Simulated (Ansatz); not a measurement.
Space group P4_2/mnm (No. 136). a = 4.760 Å, b = 4.760 Å, c = 3.201 Å, α = 90.00°, β = 90.00°, γ = 90.00°
```tsv
atom	site	symmetry	x	y	z
Sn	2a	m.mm	0.0000	0.0000	0.0000
O	4g	m.2m	0.8059	0.8059	0.5000
```

Equation of state of this SnO₂ structure (not necessarily the ground state), with shape and atoms relaxed at each volume where symmetry leaves them free. All numbers below come from Ansatz 0.2.0, DFT r2SCAN, scalar-relativistic, plane waves, PAW.

Settings: cutoff 500 eV, Γ-centred mesh 6×6×6 on the computed 12-atom cell, Gaussian smearing of 0.02 eV; no spin polarisation.

| V (Å³/atom) | E − E(largest V) (meV/atom) | P (GPa) | gap on mesh (eV) |
| --- | --- | --- | --- |
| 10.634 | 81.00 | 35.68 | 3.33 |
| 10.996 | 13.49 | 24.32 | 2.89 |
| 11.359 | -30.42 | 14.77 | 2.49 |
| 11.721 | -54.49 | 6.75 | 2.11 |
| 12.084 | -61.94 | 0.05 | 1.77 |
| 12.447 | -55.55 | -5.51 | 1.46 |
| 12.809 | -37.76 | -10.06 | 1.19 |
| 13.292 | 0.00 | -14.72 | 0.89 |

Fit a third-order Birch–Murnaghan equation to E(V).

V0 = 12.09 Å³/atom, B0 = 201 GPa, B0' = 5.2.

The gaps are read on the mesh, which can miss the band edges, so they can be too wide.